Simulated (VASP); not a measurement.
# Te2Mo in VASP: notebook

One slab, Te2Mo, is run at these levels: PBEsol+U; tasks: single point.

Program: VASP 6.6.1. These are calculated values, not measurements. Logs are shortened: lines on timing, memory, paths and dates and some standing lists are left out, and cuts for length are marked.

## 1. The slab as given

The cell holds a slab with vacuum, 12 atoms: a = 3.561 Å, b = 3.561 Å, c = 38.990 Å, α = 90.00°, β = 90.00°, γ = 120.00°.

## 2. Single point, PBEsol+U

Input file INCAR:

```
SYSTEM = Te2Mo
PREC = Accurate
ENCUT = 520
EDIFF = 1E-6
ISMEAR = -1
SIGMA = 0.05
LREAL = .False.
LASPH = .True.
NELM = 80
ALGO = Fast
ISIF = 2
LWAVE = .False.
LCHARG = .False.
LMAXMIX = 4
LDAU = .True.
LDAUTYPE = 2
LDAUL = -1 2
LDAUU = 0 4
LDAUJ = 0 0
LDAUPRINT = 1
GGA = PS
NBANDS = 64
```

Input file KPOINTS:

```
regular mesh
0
Gamma
  7 7 1
  0 0 0
```

Input file POSCAR:

```
Te2Mo
1.0
    3.5613831954      0.0000000000      0.0000000000
   -1.7806915977      3.0842483198      0.0000000000
    0.0000000000      0.0000000000     38.9902681400
Te Mo
8 4
Direct
    0.3333333333      0.6666666667      0.3282231700
    0.3333333333      0.6666666667      0.9518180900
    0.6666666667      0.3333333333      0.1400809200
    0.6666666667      0.3333333333      0.7636306700
    0.6666666667      0.3333333333      0.0481819100
    0.6666666667      0.3333333333      0.6717768300
    0.3333333333      0.6666666667      0.2363693300
    0.3333333333      0.6666666667      0.8599190800
    0.6666666667      0.3333333333      0.2823380000
    0.6666666667      0.3333333333      0.9058588400
    0.3333333333      0.6666666667      0.0941411600
    0.3333333333      0.6666666667      0.7176620000
```

Potentials or basis: VASP PAW PBE potentials, release 64 (Te, Mo_sv).

Command:

```bash
$ cat potpaw_PBE.64/Te/POTCAR potpaw_PBE.64/Mo_sv/POTCAR > POTCAR
$ mpirun -np 1 vasp_std > vasp.out
```

OUTCAR:

```text
SYSTEM = Te2Mo
   PREC = Accurate
   ENCUT = 520
   EDIFF = 1E-6
   ISMEAR = -1
   LREAL = .False.
   LASPH = .True.
   NELM = 80
   ISIF = 2
   GGA = PS

 ion  position               nearest neighbor table
   1  0.333  0.667  0.328-   9 2.73   9 2.73   9 2.73   7 3.58
   2  0.333  0.667  0.952-  10 2.73  10 2.73  10 2.73   8 3.58
   3  0.667  0.333  0.140-  11 2.73  11 2.73  11 2.73   5 3.58
   4  0.667  0.333  0.764-  12 2.73  12 2.73  12 2.73   6 3.58
   5  0.667  0.333  0.048-  11 2.73  11 2.73  11 2.73   3 3.58
   6  0.667  0.333  0.672-  12 2.73  12 2.73  12 2.73   4 3.58
   7  0.333  0.667  0.236-   9 2.73   9 2.73   9 2.73   1 3.58
   8  0.333  0.667  0.860-  10 2.73  10 2.73  10 2.73   2 3.58
   9  0.667  0.333  0.282-   1 2.73   1 2.73   1 2.73   7 2.73   7 2.73   7 2.73
  10  0.667  0.333  0.906-   8 2.73   8 2.73   8 2.73   2 2.73   2 2.73   2 2.73
  11  0.333  0.667  0.094-   3 2.73   3 2.73   3 2.73   5 2.73   5 2.73   5 2.73
  12  0.333  0.667  0.718-   6 2.73   6 2.73   6 2.73   4 2.73   4 2.73   4 2.73

  LATTYP: Found a hexagonal cell.
 ALAT       =     3.5613831954
 C/A-ratio  =    10.9480687701

  Lattice vectors:

 A1 = (   3.5613831954,   0.0000000000,   0.0000000000)
 A2 = (  -1.7806915977,   3.0842483198,   0.0000000000)
 A3 = (   0.0000000000,   0.0000000000,  38.9902681400)

Analysis of symmetry for initial positions (statically):
=====================================================================
 Subroutine PRICEL returns:
 Original cell was already a primitive cell.

 Routine SETGRP: Setting up the symmetry group for a
 hexagonal supercell.

 Subroutine GETGRP returns: Found 12 space group operations
 (whereof 12 operations were pure point group operations)
 out of a pool of 24 trial point group operations.

The static configuration has the point symmetry D_3d.

Analysis of symmetry for dynamics (positions and initial velocities):
=====================================================================
 Subroutine PRICEL returns:
 Original cell was already a primitive cell.

 Routine SETGRP: Setting up the symmetry group for a
 hexagonal supercell.

 Subroutine GETGRP returns: Found 12 space group operations
 (whereof 12 operations were pure point group operations)
 out of a pool of 24 trial point group operations.

The dynamic configuration has the point symmetry D_3d.

 Subroutine INISYM returns: Found 12 space group operations
 (whereof 12 operations are pure point group operations),
 and found     1 'primitive' translations

----------------------------------------------------------------------------------------

                                     Primitive cell

  volume of cell :     428.2765

  direct lattice vectors                    reciprocal lattice vectors
     3.561383195  0.000000000  0.000000000     0.280789779  0.162114054  0.000000000
    -1.780691598  3.084248320  0.000000000     0.000000000  0.324228109  0.000000000
     0.000000000  0.000000000 38.990268140     0.000000000  0.000000000  0.025647426

  length of vectors
     3.561383195  3.561383195 38.990268140     0.324228109  0.324228109  0.025647426

  position of ions in fractional coordinates (direct lattice)
     0.333333333  0.666666667  0.328223170
     0.333333333  0.666666667  0.951818090
     0.666666667  0.333333333  0.140080920
     0.666666667  0.333333333  0.763630670
     0.666666667  0.333333333  0.048181910
     0.666666667  0.333333333  0.671776830
     0.333333333  0.666666667  0.236369330
     0.333333333  0.666666667  0.859919080
     0.666666667  0.333333333  0.282338000
     0.666666667  0.333333333  0.905858840
     0.333333333  0.666666667  0.094141160
[... 61 lines left out ...]
 SYSTEM =  Te2Mo
   PREC   = accura    normal or accurate (medium, high low for compatibility)
   ISTART =      0    job   : 0-new  1-cont  2-samecut
   ICHARG =      2    charge: 1-file 2-atom 10-const
   ISPIN  =      1    spin polarized calculation?
   LNONCOLLINEAR =      F non collinear calculations
   LSORBIT =      F    spin-orbit coupling
   LASPH  =      T    aspherical Exc in radial PAW
   ENCUT  =  520.0 eV  38.22 Ry    6.18 a.u.   6.62  6.62 72.50*2*pi/ulx,y,z
   NELM   =     80;   NELMIN=  2; NELMDL= -5     # of ELM steps
   EDIFF  = 0.1E-05   stopping-criterion for ELM
   LREAL  =      F    real-space projection
   EDIFFG = 0.1E-04   stopping-criterion for IOM
   NSW    =      0    number of steps for IOM
   IBRION =     -1    ionic relax: 0-MD 1-quasi-New 2-CG
   NFREE  =      0    steps in history (QN), initial steepest desc. (CG)
   ISIF   =      2    stress and relaxation
   ISYM   =      2    0-nonsym 1-usesym 2-fastsym
   POTIM  = 0.5000    time-step for ionic-motion
   TEBEG  =    0.0;   TEEND  =   0.0 temperature during run
   PSTRESS=    0.0 pullay stress
   NELECT =     104.0000    total number of electrons
   NUPDOWN=      -1.0000    fix difference up-down
   EMIN   =  10.00;   EMAX   =-10.00  energy-range for DOS
   EFERMI =   0.00;   METHOD = LEGACY
   ISMEAR =    -1;   SIGMA  =   0.05  broadening in eV -4-tet -1-fermi 0-gaus
   EFERMI_NEDOS =   21; number of points for ismear=-14 and -15
   IALGO  =     68    algorithm
   IMIX   =      4    mixing-type and parameters
     AMIX     =   0.40;   BMIX     =  1.00
     AMIX_MAG =   1.60;   BMIX_MAG =  1.00
  volume/ion in A,a.u.               =      35.69       240.85
  Fermi-wavevector in a.u.,A,eV,Ry     =   1.021358  1.930086 14.193210  1.043171
  Thomas-Fermi vector in A             =   2.154978
   LORBIT       =      0    0 simple, 1 ext, 2 COOP (PROOUT), +10 PAW based schemes
 LDA+U is selected, type is set to LDAUTYPE =  2
   angular momentum for each species LDAUL =    -1    2
   U (eV)           for each species LDAUU =   0.0  4.0
   J (eV)           for each species LDAUJ =   0.0  0.0
   GGA     = PS    functional components
   LHFCALC =     F    Hartree Fock is set to
   AEXX    =    0.0000 exact exchange contribution
   IVDW    =     0    specifies the selected vdW correction
   LEPSILON=     F    determine dielectric tensor
   LRPA    =     F    only Hartree local field effects (RPA)
 non-spin polarized calculation
 RMM-DIIS sequential band-by-band and
  energy-cutoff  :      520.00
  volume of cell :      428.28
 maximum number of plane-waves:     11653
 NGX is ok and might be reduce to    28
   NGX = 13   NGY = 13   NGZ =145

atom =   9  type =  2  l = 2

 onsite density matrix

spin component  1
[... 116 lines left out ...]
  o =  0.3852  v = -0.0738  0.0091 -0.0000  0.0007 -0.9972  0.0000  0.0000  0.0000  0.0000  0.0000      0.0000  0.0000  0.0000  0.0000  0.0000  0.0000  0.0000  0.0000  0.0000  0.0000
  o =  0.3852  v =  0.0000  0.0000  0.0000  0.0000  0.0000 -0.0738  0.0091 -0.0000  0.0007 -0.9972      0.0000  0.0000  0.0000  0.0000  0.0000  0.0000  0.0000  0.0000  0.0000  0.0000
  o =  0.3852  v =  0.0000  0.0000  0.0000  0.0000  0.0000  0.9972  0.0007 -0.0000 -0.0091 -0.0738      0.0000  0.0000  0.0000  0.0000  0.0000  0.0000  0.0000  0.0000  0.0000  0.0000
  o =  0.3852  v =  0.9972  0.0007 -0.0000 -0.0091 -0.0738  0.0000  0.0000  0.0000  0.0000  0.0000      0.0000  0.0000  0.0000  0.0000  0.0000  0.0000  0.0000  0.0000  0.0000  0.0000
  o =  0.3865  v =  0.0000  0.0000  1.0000 -0.0000 -0.0000  0.0000  0.0000  0.0000  0.0000  0.0000      0.0000  0.0000  0.0000  0.0000  0.0000  0.0000  0.0000  0.0000  0.0000  0.0000
  o =  0.3865  v =  0.0000  0.0000  0.0000  0.0000  0.0000  0.0000  0.0000  1.0000 -0.0000 -0.0000      0.0000  0.0000  0.0000  0.0000  0.0000  0.0000  0.0000  0.0000  0.0000  0.0000
  o =  0.4028  v =  0.0000  1.0000 -0.0000  0.0000  0.0091  0.0000  0.0000  0.0000  0.0000  0.0000      0.0000  0.0000  0.0000  0.0000  0.0000  0.0000  0.0000  0.0000  0.0000  0.0000
  o =  0.4028  v =  0.0000  0.0000  0.0000  0.0000  0.0000  0.0000  1.0000 -0.0000  0.0000  0.0091      0.0000  0.0000  0.0000  0.0000  0.0000  0.0000  0.0000  0.0000  0.0000  0.0000
  o =  0.4028  v =  0.0000  0.0000  0.0000  0.0000  0.0000 -0.0091  0.0000 -0.0000 -1.0000  0.0000      0.0000  0.0000  0.0000  0.0000  0.0000  0.0000  0.0000  0.0000  0.0000  0.0000
  o =  0.4028  v = -0.0091  0.0000 -0.0000 -1.0000  0.0000  0.0000  0.0000  0.0000  0.0000  0.0000      0.0000  0.0000  0.0000  0.0000  0.0000  0.0000  0.0000  0.0000  0.0000  0.0000

 number of electron     104.0000004 magnetization

 Free energy of the ion-electron system (eV)
  ---------------------------------------------------
  ext. energy  EPLUGINS =         0.00000000
  ---------------------------------------------------
  free energy    TOTEN  =       -59.39195956 eV

  energy without entropy =      -59.39195342  energy(sigma->0) =      -59.39195649

 E-fermi :   4.6041     XC(G=0):  -7.8620

 val. band max:        4.1253134388   @ k =   0.0000   0.0000   0.0000
 cond. band min:       5.2043131722   @ k =   0.2857   0.1429   0.0000
 fundamental gap:      1.0789997333
 Fermi energy:         4.6040903484

 k-point     1 :       0.0000    0.0000    0.0000
  band No.  band energies     occupation
      1     -56.9777      2.00000
      2     -56.9777      2.00000
      3     -56.9752      2.00000
      4     -56.9752      2.00000
      5     -31.1220      2.00000
      6     -31.1220      2.00000
[... 525 lines left out ...]
     63       6.3340      0.00000
     64       6.3831      0.00000

------------------------ aborting loop because EDIFF is reached ----------------------------------------

  FORCE on cell =-STRESS in cart. coord.  units (eV):
  Direction    XX          YY          ZZ          XY          YZ          ZX
  --------------------------------------------------------------------------------------
  -------------------------------------------------------------------------------------
  Total       -4.1271405     -4.1271405     -0.0668829     -0.0000000     -0.0000000     -0.0000000
  in kB      -15.4395831    -15.4395831     -0.2502082     -0.0000000     -0.0000000     -0.0000000
  external PRESSURE =     -10.3764581 kB  Pullay stress =       0.0000000 kB

 VOLUME and BASIS-vectors are now :
 -----------------------------------------------------------------------------
  energy-cutoff  :      520.00
  volume of cell :      428.28
      direct lattice vectors                 reciprocal lattice vectors
     3.561383195  0.000000000  0.000000000     0.280789779  0.162114054  0.000000000
    -1.780691598  3.084248320  0.000000000     0.000000000  0.324228109  0.000000000
     0.000000000  0.000000000 38.990268140     0.000000000  0.000000000  0.025647426

 POSITION                                       TOTAL-FORCE (eV/Angst)
 -----------------------------------------------------------------------------------
     -0.00000      2.05617     12.79751        -0.000000      0.000000      0.060138
     -0.00000      2.05617     37.11164        -0.000000     -0.000000      0.109989
      1.78069      1.02808      5.46179        -0.000000      0.000000      0.119057
      1.78069      1.02808     29.77416        -0.000000     -0.000000      0.112034
      1.78069      1.02808      1.87863        -0.000000      0.000000     -0.109989
      1.78069      1.02808     26.19276        -0.000000     -0.000000     -0.060138
     -0.00000      2.05617      9.21610        -0.000000      0.000000     -0.112034
     -0.00000      2.05617     33.52848        -0.000000     -0.000000     -0.119057
      1.78069      1.02808     11.00843         0.000000      0.000000     -0.014251
      1.78069      1.02808     35.31968         0.000000      0.000000      0.008229
     -0.00000      2.05617      3.67059         0.000000     -0.000000     -0.008229
     -0.00000      2.05617     27.98183        -0.000000      0.000000      0.014251
 -----------------------------------------------------------------------------------
    total drift:                                0.000000     -0.000000     -0.000000

  FREE ENERGIE OF THE ION-ELECTRON SYSTEM (eV)
  ---------------------------------------------------
  free  energy   TOTEN  =       -59.3919595623 eV

  energy  without entropy=      -59.3919534154  energy(sigma->0) =      -59.39195649
```

Run time: 11 min. Hardware: 1 thread of Intel Xeon Platinum 8259CL at 2.50GHz (Skylake/Cascade Lake), shared host; peak memory 0.59 GiB.

What came out:

| Property | Result |
| --- | --- |
| Free energy | -59.3920 eV |
| Largest force | 0.119 eV/Å |
| Band gap on the k mesh | 1.08 eV, indirect (least direct gap 1.29 eV) |

Forces on the atoms (eV/Å):
```
Te   0.000  0.000  0.060
Te   0.000  0.000  0.110
Te   0.000  0.000  0.119
Te   0.000  0.000  0.112
Te   0.000  0.000 -0.110
Te   0.000  0.000 -0.060
Te   0.000  0.000 -0.112
Te   0.000  0.000 -0.119
Mo   0.000  0.000 -0.014
Mo   0.000  0.000  0.008
Mo   0.000  0.000 -0.008
Mo   0.000  0.000  0.014
```

Levels at points of the mesh, in eV from the valence-band top:
```tsv
k point	band 48	band 49	band 50	band 51	band 52	band 53	band 54	band 55	band 56	band 57
(0.00, 0.00, 0.00)	-0.98	-0.65	-0.29	-0.09	0.00	2.91	2.91	2.93	2.93	2.95
```

Eigenvalues of the final occupation matrices:
```tsv
site	spin	trace	eigenvalues
site 9 d	1	1.96	0.39 0.39 0.39 0.40 0.40
site 9 d	2	1.96	0.39 0.39 0.39 0.40 0.40
site 10 d	1	1.96	0.39 0.39 0.39 0.40 0.40
site 10 d	2	1.96	0.39 0.39 0.39 0.40 0.40
site 11 d	1	1.96	0.39 0.39 0.39 0.40 0.40
site 11 d	2	1.96	0.39 0.39 0.39 0.40 0.40
site 12 d	1	1.96	0.39 0.39 0.39 0.40 0.40
site 12 d	2	1.96	0.39 0.39 0.39 0.40 0.40
```

Caveat: the PAW data sets were made with another functional, which shifts forces and pressure a little; spin-orbit coupling is left out, which moves the levels of the heavy elements; the U is typed as a test and isn't derived for this compound.

[end of part 1 of 2]
